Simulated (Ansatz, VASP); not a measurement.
# Be in VASP and in Ansatz

File INCAR:

```
SYSTEM = Be
PREC = Accurate
ENCUT = 520
EDIFF = 1E-6
ISMEAR = 0
SIGMA = 0.1
LREAL = .False.
LASPH = .True.
NELM = 60
ALGO = Normal
ISIF = 2
LWAVE = .False.
LCHARG = .True.
GGA = PE
LELF = .True.
LVHAR = .True.
NBANDS = 7
```

The input KPOINTS:

```
Automatic mesh
0
Gamma
  9 9 8
  0 0 0
```

Contents of POSCAR:

```
Be
1.0
    2.1523265991      0.0000000000      0.0000000000
   -1.0761632995      1.8639695120      0.0000000000
    0.0000000000      0.0000000000      2.0110801660
Be
1
Direct
    0.0000000000      0.0000000000      0.0000000000
```

Input for Ansatz:

```yaml
crystal:
  lattice:
    - [2.1523265991, 0.0, 0.0]
    - [-1.0761632995, 1.863969512, 0.0]
    - [0.0, 0.0, 2.011080166]
  atoms:
    - { symbol: Be, position: [0.0, 0.0, 0.0] }
basis:
  ecutwfc: 420
kpoints:
  mp_grid: { grid: [9, 9, 8] }
hamiltonian:
  xc: pbe
scf:
  occupations: { method: gaussian, width: 0.1 }
  lower_state_search: "off"
output:
  forces: true
  stress: true
  eigenvalues: true
```

Alike in both runs: task single point; functional PBE; k mesh 9 × 9 × 8; occupations gaussian, width 0.1 eV; no spin polarisation.

|  | VASP | Ansatz |
| --- | --- | --- |
| version | VASP 6.6.1 | Ansatz 0.2.0 |
| potentials or method | VASP PAW PBE potentials, release 64 (Be) | scalar-relativistic, plane waves, PAW |
| plane-wave cutoff (eV) | 520 | 420 |
| valence electrons in the cell | 2 | 2 |

```tsv
	VASP	Ansatz	Ansatz less VASP
gap on the k mesh at the Fermi level (eV)	none	none	-
pressure (GPa)	13.5	13.3	-0.15
largest component of the traceless stress (GPa)	34.51	34.69	+0.180
```

A gap of «none» marks a metal or a gap that the smearing closes. The functional is the same, so the differences come from potentials, cutoffs and numerics.

Caveats: the k mesh is coarse (spacing up to 0.39 Å⁻¹), so the values aren't converged.
